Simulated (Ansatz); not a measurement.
## V under changes of volume

One of the cells (13.891 Å³/atom); the others are scaled copies at fixed shape and fractional positions:

```
CELL_PARAMETERS angstrom
-1.51435 1.51435 1.51435
1.51435 -1.51435 1.51435
1.51435 1.51435 -1.51435
ATOMIC_POSITIONS crystal
V 0.00000 0.00000 0.00000
```

* Program: Ansatz 0.2.0
* Functional: PBEsol
* Potentials or basis: all-electron LAPW, scalar-relativistic
* Cutoff: 278 eV (chosen from the basis error)
* Basis error allowed: 0.0005 eV/atom
* k mesh: 12 × 12 × 12
* Occupations: fermi-dirac, width 0.05 eV
* Spin: collinear spin, ferromagnetic start
* Starting moments: [2.0] μB

```tsv
volume (Å³/atom)	energy over the lowest point (meV/atom)	pressure (GPa)
13.058	0.00	-1.8
13.336	?	?
13.613	19.00	-9.0
13.891	37.30	-12.1
14.169	60.80	-14.9
14.447	89.01	-17.4
14.725	121.45	-19.7
```

Task: What does the run at 13.336 Å³/atom give?

Result: Energy over the lowest point 6.40 meV/atom; pressure -5.5 GPa.

Worked out: A Birch-Murnaghan fit of order 3 (a polynomial in V^(-2/3)) to the other rows has its minimum at 12.94 Å³/atom, just outside them, with B0 = V·E''(V) = 193 GPa and B' = 3.5. It gives 6.39 meV/atom at 13.336 Å³/atom, against the run's 6.40, and -dE/dV = -5.5 GPa, against -5.5.

Energies are extrapolated to zero smearing.

Caveats: the starting moments weren't kept.
